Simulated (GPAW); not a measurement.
# SnSe (Fm-3m) in GPAW: further runs, part 4 of 4

GPAW 26.7.0.

### 6 Dielectric tensor, PBE

run.py

```python
import numpy as np
from ase import Atoms
from ase.dft.bandgap import bandgap
from ase.io import write
from gpaw import GPAW, PW
from gpaw.response.df import DielectricFunction

atoms = Atoms(['Sn', 'Se'],
              cell=[[0.0, 3.01, 3.01],
                    [3.01, 0.0, 3.01],
                    [3.01, 3.01, 0.0]],
              scaled_positions=[[0.0, 0.0, 0.0],
                                [0.5, 0.5, 0.5]],
              pbc=True)

calc = GPAW(mode=PW(400),
            xc='PBE',
            kpts={'size': (6, 6, 6), 'gamma': True},
            occupations={'name': 'fermi-dirac', 'width': 0.001},
            nbands=19,
            convergence={'density': 1e-06},
            maxiter=150,
            txt='gpaw.txt')
atoms.calc = calc
energy = atoms.get_potential_energy()
calc.write('gs.gpw')
write('result.traj', atoms)
print(f'Energy: {energy:.6f} eV')
print('Fermi level:', round(calc.get_fermi_level(), 4), 'eV')
print(f'Gap: {bandgap(calc)[0]:.4f} eV, direct: {bandgap(calc, direct=True)[0]:.4f} eV')

for size in [(19, 19, 19)]:
    name = 'x'.join(str(n) for n in size)
    dense = calc.fixed_density(kpts={'size': size, 'gamma': True},
                               nbands=36, convergence={'bands': 30, 'eigenstates': 1e-7},
                               update_fermi_level=True, txt=f'dense-{name}.txt')
    dense.write(f'{name}.gpw', mode='all')
    df = DielectricFunction(f'{name}.gpw', frequencies=np.array([0.0]), hilbert=False, eta=0.001,
                            ecut=80, nbands=30, intraband=False, txt=f'df-{name}.txt')
    for xc in ['RPA']:
        for direction in ['x', 'y', 'z', [0, 1, 1], [1, 0, 1], [1, 1, 0]]:
            e0, e = df.get_macroscopic_dielectric_constant(xc=xc, direction=direction)
            print(f'{name} {xc} {direction}: {e0:.4f} without, {e:.4f} with local fields')
```

Potentials or basis: GPAW PAW data sets (gpaw-data 1.2.1), pw.

The run is started by

```bash
$ OMP_NUM_THREADS=1 python run.py
```

gpaw.txt:

```text
__  _  _
 | _ |_)|_||  |
 |__||  | ||/\| - 26.7.0

Input parameters:
  mode=PW(ecut=400.0),
  convergence={'density': 1e-06},
  kpts=MonkhorstPack(size=(6, 6, 6), gamma=True),
  maxiter=150,
  nbands=19,
  occupations=Occupations(name='fermi-dirac', width=0.001),
  xc=XC(name='PBE')

Diagonalizing LCAO Hamiltonian
Converting LCAO to pw mode

                Se

       Sn

Atoms  # Å, Bohr magnetons
|   | symbol |        x |        y |        z |    initial magnetic moments |
|---|--------|----------|----------|----------|-----------------------------|
| 0 |     Sn | 0.000000 | 0.000000 | 0.000000 | ( 0.0000,  0.0000,  0.0000) |
| 1 |     Se | 3.010000 | 3.010000 | 3.010000 | ( 0.0000,  0.0000,  0.0000) |

Unit cell  # Å
| periodic |        x |        y |        z |  lengths |    angles |
|----------|----------|----------|----------|----------|-----------|
|      yes | 0.000000 | 3.010000 | 3.010000 | 4.256783 | 60.000000 |
|      yes | 3.010000 | 0.000000 | 3.010000 | 4.256783 | 60.000000 |
|      yes | 3.010000 | 3.010000 | 0.000000 | 4.256783 | 60.000000 |

Number of symmetries: 48
Symmetry operations  # r_c * U_cc + t_c -> r_c
|    | kind |            matrix            |
|----|------|------------------------------|
|  0 |  σ   |  1, 0, 0,  1, 0,-1,  1,-1, 0 |
|  1 |  C2  |  1, 0, 0,  1,-1, 0,  1, 0,-1 |
|  2 |  E   |  1, 0, 0,  0, 1, 0,  0, 0, 1 |
|  3 |  σ   |  1, 0, 0,  0, 0, 1,  0, 1, 0 |
|  4 |  C4  |  1, 0,-1,  1, 0, 0,  1,-1, 0 |
|  5 |  S6  |  1, 0,-1,  1,-1, 0,  1, 0, 0 |
|  6 |  σ   |  1, 0,-1,  0, 1,-1,  0, 0,-1 |
|  7 |  C3  |  1, 0,-1,  0, 0,-1,  0, 1,-1 |
|  8 |  S6  |  1,-1, 0,  1, 0, 0,  1, 0,-1 |
|  9 |  C4  |  1,-1, 0,  1, 0,-1,  1, 0, 0 |
| 10 |  C3  |  1,-1, 0,  0,-1, 1,  0,-1, 0 |
| 11 |  σ   |  1,-1, 0,  0,-1, 0,  0,-1, 1 |
| 12 |  σ   |  0, 1, 0,  1, 0, 0,  0, 0, 1 |
| 13 |  C4  |  0, 1, 0,  0, 1,-1, -1, 1, 0 |
| 14 |  C3  |  0, 1, 0,  0, 0, 1,  1, 0, 0 |
| 15 |  S6  |  0, 1, 0, -1, 1, 0,  0, 1,-1 |
| 16 |  C2  |  0, 1,-1,  1, 0,-1,  0, 0,-1 |
| 17 |  σ   |  0, 1,-1,  0, 1, 0, -1, 1, 0 |
| 18 |  S4  |  0, 1,-1,  0, 0,-1,  1, 0,-1 |
| 19 |  C4  |  0, 1,-1, -1, 1, 0,  0, 1, 0 |
| 20 |  C3  |  0, 0, 1,  1, 0, 0,  0, 1, 0 |
| 21 |  σ   |  0, 0, 1,  0, 1, 0,  1, 0, 0 |
| 22 |  S6  |  0, 0, 1,  0,-1, 1, -1, 0, 1 |
| 23 |  C4  |  0, 0, 1, -1, 0, 1,  0,-1, 1 |
| 24 |  S4  |  0, 0,-1,  1, 0,-1,  0, 1,-1 |
| 25 |  C3  |  0, 0,-1,  0, 1,-1,  1, 0,-1 |
| 26 |  C2  |  0, 0,-1,  0,-1, 0, -1, 0, 0 |
| 27 |  S6  |  0, 0,-1, -1, 0, 0,  0,-1, 0 |
| 28 |  S4  |  0,-1, 1,  1,-1, 0,  0,-1, 0 |
| 29 |  C4  |  0,-1, 1,  0, 0, 1, -1, 0, 1 |
| 30 |  C2  |  0,-1, 1,  0,-1, 0,  1,-1, 0 |
| 31 |  σ   |  0,-1, 1, -1, 0, 1,  0, 0, 1 |
| 32 |  C3  |  0,-1, 0,  1,-1, 0,  0,-1, 1 |
| 33 |  S6  |  0,-1, 0,  0, 0,-1, -1, 0, 0 |
| 34 |  S4  |  0,-1, 0,  0,-1, 1,  1,-1, 0 |
| 35 |  C2  |  0,-1, 0, -1, 0, 0,  0, 0,-1 |
| 36 |  C2  | -1, 1, 0,  0, 1, 0,  0, 1,-1 |
| 37 |  S6  | -1, 1, 0,  0, 1,-1,  0, 1, 0 |
| 38 |  S4  | -1, 1, 0, -1, 0, 1, -1, 0, 0 |
| 39 |  C3  | -1, 1, 0, -1, 0, 0, -1, 0, 1 |
| 40 |  S6  | -1, 0, 1,  0, 0, 1,  0,-1, 1 |
| 41 |  C2  | -1, 0, 1,  0,-1, 1,  0, 0, 1 |
| 42 |  C3  | -1, 0, 1, -1, 1, 0, -1, 0, 0 |
| 43 |  S4  | -1, 0, 1, -1, 0, 0, -1, 1, 0 |
| 44 |  C2  | -1, 0, 0,  0, 0,-1,  0,-1, 0 |
| 45 |  i   | -1, 0, 0,  0,-1, 0,  0, 0,-1 |
| 46 |  σ   | -1, 0, 0, -1, 1, 0, -1, 0, 1 |
| 47 |  C2  | -1, 0, 0, -1, 0, 1, -1, 1, 0 |

BZ-sampling:
  Number of BZ points: 216
  Number of IBZ points: 16

  Monkhorst-Pack size: [6, 6, 6]
  Monkhorst-Pack shift: [0.08333333333333333, 0.08333333333333333, 0.08333333333333333]

K-points  # in reciprocal-cell coordinates
|     |                                coordinates |     weight |
|-----|--------------------------------------------|------------|
|   0 | (  0.00000000,   0.00000000,   0.00000000) | 0.00462963 |
|   1 | (  0.16666667,   0.16666667,   0.00000000) | 0.02777778 |
|   2 | (  0.16666667,   0.16666667,   0.16666667) | 0.03703704 |
|   3 | (  0.33333333,   0.16666667,   0.16666667) | 0.05555556 |
|   4 | (  0.33333333,   0.33333333,  -0.33333333) | 0.05555556 |
|   5 | (  0.33333333,   0.33333333,   0.00000000) | 0.02777778 |
|   6 | (  0.33333333,   0.33333333,   0.16666667) | 0.11111111 |
|   7 | (  0.33333333,   0.33333333,   0.33333333) | 0.03703704 |
|   8 | (  0.50000000,   0.33333333,  -0.33333333) | 0.11111111 |
|   9 | (  0.50000000,   0.33333333,  -0.16666667) | 0.05555556 |
| ... |                                            |            |
|  15 | (  0.50000000,   0.50000000,   0.50000000) | 0.01851852 |

Plane wave coefficients: 1002
Cutoff: 400.0 eV

Spin-components: 1 (collinear spins)
Bands:           19
Projectors:      11
Spin-degeneracy: 2
Datatype:        complex128

Parallelization:
  kpt:    1
  domain: 1
  band:   1

Density:
  Valence electrons: 20.0
  Components: 1
  Grid points: [20 20 20]
  Charge: 0.0  # |e|

Potential:
  Grid points: [20 20 20]

species:
  Sn:
    name:    Tin
    Z:       50.0
    valence: 14
    core:    36
    charge:  0.0  # [|e|]
    compensation charges:
      type: gauss
      rc: 0.38  # [Å]
      lmax: 2
    cutoffs:
      filter: 2.23  # [Å]
      core: 2.35  # [Å]
    projectors
    | kind |    occ | energy [eV] | rcut [Å] |
    |------|--------|-------------|----------|
    |   5s |  2.000 |     -10.538 |    1.201 |
    |   5p |  2.000 |      -3.696 |    1.270 |
    |   4d | 10.000 |     -25.845 |    1.185 |
    |    s |        |      16.674 |    1.201 |
    |    p |        |      23.515 |    1.270 |
    |    d |        |       1.367 |    1.185 |

    Using partial waves for Sn as LCAO basis

  Se:
    name:    Selenium
    Z:       34.0
    valence: 6
    core:    28
    charge:  0.0  # [|e|]
    compensation charges:
      type: gauss
      rc: 0.27  # [Å]
      lmax: 2
    cutoffs:
      filter: 1.77  # [Å]
      core: 2.67  # [Å]
    projectors
    | kind |    occ | energy [eV] | rcut [Å] |
    |------|--------|-------------|----------|
    |   4s |  2.000 |     -17.277 |    0.847 |
    |   4p |  4.000 |      -6.512 |    1.005 |
    |    s |        |       9.935 |    0.847 |
    |    p |        |      20.699 |    1.005 |
    |    d |        |       0.000 |    0.847 |

    Using partial waves for Se as LCAO basis

Reference energy: -234114.225438  # eV

eigensolver:
  PPCG
  Converge bands: occupied
  niter=2

density mixing:
  MSR1-Mixer
  Pratt-step length: 0.05
  Maximum mixing coefficient: 0.75
  Old densities: 10
  SVD Regularization: 0.005
  Good broyden scale: 1.0
  Trust region scale: 1.0
  Backstep threshold: 4.0
  History deletion threshold: 6.0
  Fourier metric: weight=20.0, sigma=0.015

occupation numbers:
  Fermi-Dirac:
    width: 0.0010  # eV

poisson solver:
  ecut: 3200.0  # eV

xc functional:
  name: PBE with 2 nearest neighbor stencil

convergence criteria:
- Maximum integral of absolute [dens]ity change: 1e-06 electrons / valence electron
- Maximum [total energy] change in last 3 cyles: 0.0005 eV / valence electron
- Maximum integral of absolute [eigenst]ate change: 4e-08 eV^2 / valence electron
maximum number of iterations: 150

SCF iterations
|iter     | |      energy | eigst |  dens |
|---------|-|-------------|-------|-------|
|iter:   1| |   -8.442363 | -0.32 |       |
|iter:   2| |   -8.407695 | -2.50 | -1.32 |
|iter:   3| |   -8.295844 | -2.41 | -1.37 |
|iter:   4| |   -8.297299 | -4.21 | -1.99 |
|iter:   5| |   -8.297797c| -4.78 | -2.40 |
|iter:   6| |   -8.297807c| -6.12 | -3.29 |
|iter:   7| |   -8.297808c| -7.34 | -3.89 |
|iter:   8| |   -8.297808c| -7.60c| -4.67 |
|iter:   9| |   -8.297808c| -8.23c| -5.42 |
|iter:  10| |   -8.297808c| -8.85c| -5.95 |
|iter:  11| |   -8.297808c| -9.12c| -6.46c|

Converged in 11 steps
Energy contributions relative to reference atoms: (reference = -234114.225438)

Energy contributions:
  Kinetic:          13.660421
  Coulomb:         -14.029438
  Zero:              0.016746
  External:          0.000000
  Xc:               -7.945537
  Entropy:          -0.000000
  Spinorbit:         0.000000
  ----------------------------
  Free energy:      -8.297808
  Extrapolated:     -8.297808

dipole moment: (-20.416177, -20.416177, -20.416177)  # |e|*Ang

Fermi level: 6.437
Eigenvalues  # (at kpt = [0.000, 0.000, 0.000])
| band index |      eig [eV] | occ [0-2] |
|------------|---------------|-----------|
|          0 |       -15.515 |     2.000 |
|        ... |               |           |
|          2 |       -15.512 |     2.000 |
|          3 |       -15.512 |     2.000 |
|          4 |       -15.512 |     2.000 |
|          5 |        -7.811 |     2.000 |
|          6 |         1.004 |     2.000 |
|          7 |         3.853 |     2.000 |
[... 9 lines left out ...]
|         17 |        14.224 |     0.000 |
|         18 |        14.308 |     0.000 |

Gap: 0.586 eV
Transition (v -> c):
  (s=0, k=15, n=9, [0.50, 0.50, 0.50]) -> (s=0, k=15, n=10, [0.50, 0.50, 0.50])
No difference between direct/indirect transitions
# Writing to gs.gpw (mode='')
```

It took 2.3 min on 1 thread of Arm Neoverse V1, shared host; peak memory 0.45 GiB.

Results:

| Property | Result |
| --- | --- |
| Free energy | -8.2978 eV |
| Band gap on the k mesh | 0.59 eV, direct |
| Electronic dielectric tensor (diagonal) | 325.87 |

Electronic dielectric tensor:
```
325.87   0.00   0.00
  0.00 325.87   0.00
  0.00   0.00 325.87
```

Caveat: the gap is small at this level, which inflates the dielectric constant; the long-wavelength limit can be off by a per cent or two; spin-orbit coupling is left out, which moves the levels of the heavy elements; an odd mesh through Γ misses points on the zone boundary, where band edges often lie.

### 7 Overview

```csv
task,level,potentials or basis,cell,cutoff (eV),smearing,response ecut,response k mesh,response bands,kernels,coarser k mesh,gap on the mesh (eV)
equation of state,AM05+D4,"PAW data sets generated in the run's folder for this functional, pw","Fm-3m, 27.27 Å³/atom",600,fermi-dirac 0.05 eV,-,-,-,-,-,-
equation of state,PBE,"GPAW PAW data sets (gpaw-data 1.2.1), pw","Fm-3m, 27.27 Å³/atom",600,fermi-dirac 0.05 eV,-,-,-,-,-,-
dielectric tensor,PBE,"GPAW PAW data sets (gpaw-data 1.2.1), pw","Fm-3m, 28.91 Å³/atom",400,fermi-dirac 0.001 eV,80 eV,19 × 19 × 19,30,["RPA"],19 × 19 × 19,0.34
dielectric tensor,PBE,"GPAW PAW data sets (gpaw-data 1.2.1), pw","Fm-3m, 27.27 Å³/atom",400,fermi-dirac 0.001 eV,80 eV,19 × 19 × 19,30,["RPA"],19 × 19 × 19,0.59
```

Alike in all rows: no spin polarisation; k mesh 6 × 6 × 6.

Caveats: the gap is small at this level, which inflates the dielectric constant (some runs); the long-wavelength limit can be off by a per cent or two (some runs); spin-orbit coupling is left out, which moves the levels of the heavy elements (some runs); an odd mesh through Γ misses points on the zone boundary, where band edges often lie (some runs); the fit is doubtful: noisy points or a state that changes with volume (some runs); the minimum lies outside the volumes run (some runs).

Total energies depend on the potentials used, so only differences within one code and one set of settings carry meaning.
